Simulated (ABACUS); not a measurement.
Write the native input for ABACUS 3.10.1 that does the following.

```
Task                                          : single point
Functional                                    : PW91
Potentials or basis                           : PseudoDojo NC SR 0.4.1 PBE standard
Cutoff                                        : 558 eV
Density cutoff                                : 2231 eV
Basis                                         : plane waves
k mesh                                        : 9 × 9 × 9
Occupations                                   : fermi-dirac, width 0.05 eV
Spin                                          : no spin polarisation
Radial cutoff of the potentials (pseudo_rcut) : 10 bohr
SCF threshold on the density                  : 1e-08
Max SCF steps                                 : 100
Eigensolver                                   : dav
Mixing                                        : broyden
Mixing share                                  : 0.7
Symmetry key                                  : 1
Bands                                         : 12
```

The system is Al.

```
Al
1.0
     0.00000    2.02481    2.02481
     2.02481    0.00000    2.02481
     2.02481    2.02481    0.00000
Al
1
Direct
  0.00000 0.00000 0.00000
```

The input as run:

INPUT

```
INPUT_PARAMETERS
suffix              Al
calculation         scf
basis_type          pw
pseudo_dir          ./
symmetry            1
dft_functional      GGA_X_PW91+GGA_C_PW91
ecutwfc             41
pseudo_rcut         10
nspin               1
nbands              12
ks_solver           dav
smearing_method     fd
smearing_sigma      0.00367493
scf_thr             1e-08
scf_nmax            100
mixing_type         broyden
mixing_beta         0.7
cal_force           1
cal_stress          1
out_chg             1
out_pot             2
out_elf             1
```

STRU

```
ATOMIC_SPECIES
Al 26.9815 Al.upf

LATTICE_CONSTANT
1.8897261246

LATTICE_VECTORS
0.0000000000 2.0248050000 2.0248050000
2.0248050000 0.0000000000 2.0248050000
2.0248050000 2.0248050000 0.0000000000

ATOMIC_POSITIONS
Cartesian

Al
0.0
1
0.0000000000 0.0000000000 0.0000000000 1 1 1
```

KPT

```
K_POINTS
0
Gamma
9 9 9 0 0 0
```

Potentials or basis: PseudoDojo NC SR 0.4.1 PBE standard, plane waves.

Launch:

```bash
$ OMP_NUM_THREADS=1 mpirun -np 4 abacus > log
```

Results of the run:

| Property | Result |
| --- | --- |
| Pressure | 0.4 GPa |
| Band gap on the k mesh | none (metal or under the smearing width) |

Caveat: the potentials were made for another functional, which shifts forces and pressure.

It took 1.8 s on 4 MPI ranks on Intel(R) Xeon(R) Platinum 8259CL CPU @ 2.50GHz (Skylake/Cascade Lake), on a shared host, peak memory 0.2 GiB a rank.
